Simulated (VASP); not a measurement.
# From VASP inputs to Ansatz: Mg₂Sn (strained antifluorite)

INCAR

```
ENCUT = 520
PREC = Accurate
SIGMA = 0.02
NSW = 0
IBRION = -1
ISMEAR = -1
ISIF = 2
EDIFF = 1E-7
NBANDS = 16
LCHARG = .TRUE.
LELF = .TRUE.
LWAVE = .FALSE.
LASPH = .TRUE.
NELM = 120
GGA = PE
LREAL = .FALSE.
```

KPOINTS

```
KPOINTS created by Atomic Simulation Environment
0
Gamma
6 6 6
0 0 0
```

KPOINTS_OPT

```
special points
7
Reciprocal
0.0000000000 0.0000000000 0.0000000000 1
0.5000000000 0.0000000000 0.5000000000 1
0.6250000000 0.2500000000 0.6250000000 1
0.3750000000 0.3750000000 0.7500000000 1
0.5000000000 0.5000000000 0.5000000000 1
0.5000000000 0.2500000000 0.7500000000 1
0.0000000000 0.5000000000 0.5000000000 1
```

POSCAR

```
Sn Mg
 1.0000000000000000
     0.0328718622000000    3.3790077914999999    3.3790077914999999
     3.3790077914999999    0.0328718622000000    3.3790077914999999
     3.3790077914999999    3.3790077914999999    0.0328718622000000
 Sn  Mg
   1   2
Cartesian
  0.0000000000000000 -0.0000000000000000  0.0000000000000000
  1.6926631767104994  1.6926631767104994  1.6926631767104996
  5.0982242684895001  5.0982242684895001  5.0982242684895009
```

VASP ran with the recommended PBE PAW datasets (18 valence electrons in the cell).

Problem. Write an Ansatz input for this cell and level of theory.

Solution. 

```yaml
crystal:
  lattice:
    - [0.0328718622, 3.3790077915, 3.3790077915]
    - [3.3790077915, 0.0328718622, 3.3790077915]
    - [3.3790077915, 3.3790077915, 0.0328718622]
  atoms:
    - { symbol: Sn, position: [0.0, 0.0, 0.0] }
    - { symbol: Mg, position: [0.2492550775, 0.2492550775, 0.2492550775] }
    - { symbol: Mg, position: [0.7507449225, 0.7507449225, 0.7507449225] }
kpoints:
  mp_grid: { grid: [6, 6, 6] }
  band_path:
    path:
      - [0.0, 0.0, 0.0]
      - [0.5, 0.0, 0.5]
      - [0.625, 0.25, 0.625]
      - [0.375, 0.375, 0.75]
      - [0.5, 0.5, 0.5]
      - [0.5, 0.25, 0.75]
      - [0.0, 0.5, 0.5]
    npoints: 1
hamiltonian:
  xc: pbe
scf:
  occupations: { method: fermi_dirac, width: 0.02 }
  n_extra_bands: 4
output:
  forces: true
  stress: true
  eigenvalues: true
```

Other inputs would serve too.

```csv
,VASP,Ansatz
gap between bands v and c,-0.18 eV (bands overlap: a metal),-0.18 eV (bands overlap: a metal)
least direct gap,1.45 eV,1.46 eV
pressure,1.6 GPa,1.8 GPa
```

Each program uses its own PAW datasets. VASP's cell holds 18 valence electrons and Ansatz's 34. Ansatz's stress includes a Pulay correction; VASP's doesn't.
